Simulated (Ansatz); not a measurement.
**EuS: energy and pressure over a range of volumes**

The task here is to estimate one member of a computed series from the others.

Computed with Ansatz 0.2.0 (DFT PBE, scalar-relativistic, unless a step's input says otherwise).

## The starting structure

The structure is cubic, space group Fm-3m (No. 225). Conventional cell: a = 5.848 Å, b = 5.848 Å, c = 5.848 Å, α = 90.00°, β = 90.00°, γ = 90.00°. Eu (site symmetry m-3m) has 6 S at 2.92 Å as nearest neighbours. S (site symmetry m-3m) is surrounded by 6 Eu at 2.92 Å.

As a file:

```cif
data_structure
_symmetry_space_group_name_H-M 'P 1'
_symmetry_Int_Tables_number 1
_cell_length_a 4.1355
_cell_length_b 4.1355
_cell_length_c 4.1355
_cell_angle_alpha 60.000
_cell_angle_beta 60.000
_cell_angle_gamma 60.000
_cell_volume 50.01
loop_
_atom_site_label
_atom_site_type_symbol
_atom_site_fract_x
_atom_site_fract_y
_atom_site_fract_z
_atom_site_occupancy
Eu1 Eu 0.00000 0.00000 0.00000 1
S1 S 0.50000 0.50000 0.50000 1
```

The cell was relaxed by PAW from a hypothetical start (rocksalt type); it needn't be the stable phase of this composition.

Atoms are numbered in the order of the input: Eu1, S2.

Set-up of the first run:

File input.yaml:

```yaml
crystal:
  lattice:
    - [0.0, 2.8847028751, 2.8847028751]
    - [2.8847028751, 0.0, 2.8847028751]
    - [2.8847028751, 2.8847028751, 0.0]
  atoms:
    - { symbol: Eu, position: [0.0, 0.0, 0.0], spin: 7.0 }
    - { symbol: S, position: [0.5, 0.5, 0.5] }
magnetization:
  spin_polarized: true
kpoints:
  mp_grid: { grid: [10, 10, 10] }
scf:
  occupations: { method: fermi_dirac, width: 0.08 }
hamiltonian:
  xc: pbe
  pseudopotentials: { kind: all_electron, lapw: { basis_error: 0.00025 } }
output:
  forces: true
  stress: true
  eigenvalues: true
```

Run with:

```console
$ ansatz run input.yaml --threads 1 --pin off --max-ram 3072MiB --backend cpu --events-out ev --progress --plain --runs-dir out
```

Among the steps run: Volume × 0.96, LAPW; Volume × 0.96, PAW; Volume × 0.96, crystal datasets; Volume × 0.98, LAPW; Volume × 0.98, PAW; Volume × 1.02, LAPW; Volume × 1.02, PAW; Volume × 1.04, LAPW; Volume × 1.04, PAW; Volume × 1.04, crystal datasets.

One table of the session follows, with a row left open; its other results are not shown here.

| method | volume (Å³/atom) | moment Eu1 (μB) |
| --- | --- | --- |
| LAPW | 24.005 | 6.85 |
| LAPW | 24.505 | 6.86 |
| LAPW | 25.005 | 6.87 |
| LAPW | 25.505 | 6.88 |
| LAPW | 26.006 | ? |
| PAW | 24.005 | 6.68 |
| PAW | 24.505 | 6.70 |
| PAW | 25.005 | 6.71 |
| PAW | 25.505 | 6.73 |
| PAW | 26.006 | 6.74 |
| crystal datasets | 24.005 | 6.68 |
| crystal datasets | 25.005 | 6.71 |
| crystal datasets | 26.006 | 6.74 |

Estimate the missing values for LAPW, 26.006.

**Answer.** moment Eu1 (μB): 6.89. In the column «moment Eu1 (μB)» it is the highest.

Caveats from the session: Other magnetic orders may lie lower; this is the state that the run reached. Spin-orbit coupling is left out, though the cell holds Eu; in elements this heavy it can shift bands and gaps by tenths of an eV. No U acts on the open 4f shell, so gap, moments and field gradients hold for the method alone: without a U such a shell tends to sit at the Fermi level. Warnings in the runs' records: gradients without spin orbit, crystal datasets made.
